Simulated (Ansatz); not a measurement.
Te:

```
Te
1.0
     4.45400    0.00000    0.00000
    -2.22700    3.85728    0.00000
     0.00000    0.00000    5.92400
Te
3
Direct
  0.73100 0.73100 0.00000
  0.00000 0.26900 0.66667
  0.26900 0.00000 0.33333
```

- Program: Ansatz 0.2.0
- Task: relaxation of cell and atoms
- Functional: PBE
- Dispersion: D3(BJ)
- Potentials or basis: Ansatz PAW
- Cutoff: 420 eV (not typed: the program's choice for these potentials)
- k mesh: 7 × 7 × 5
- Occupations: fermi-dirac, width 0.05 eV
- Spin: no spin polarisation

At the start: volume 33.93 Å³/atom.

Where does the relaxation end?

It ends after 6 steps and the volume is 32.16 Å³/atom (-5.2 %); space group P3_121 (No. 152, to 0.05 Å).

Step by step:
```tsv
step	energy change (eV)	largest force (eV/Å)	volume (Å³)
1	0.0000	0.1516	101.78
2	-0.0255	0.1068	97.82
3	-0.0317	0.0707	96.64
4	-0.0336	0.0083	96.08
5	-0.0337	0.0031	96.48
6	-0.0329	0.0031	96.48
```

Final structure:
```yaml
crystal:
  lattice:
    - [4.32239, 0.00000, 0.00000]
    - [-2.16119, 3.74330, 0.00000]
    - [0.00000, 0.00000, 5.96279]
  atoms:
    - { symbol: Te, position: [0.71573, 0.71573, 0.00000] }
    - { symbol: Te, position: [0.00000, 0.28427, 0.66667] }
    - { symbol: Te, position: [0.28427, 0.00000, 0.33333] }
```

Caveat: the plane-wave basis is chosen anew once the cell has moved, so the energies of steps on either side of that aren't comparable.
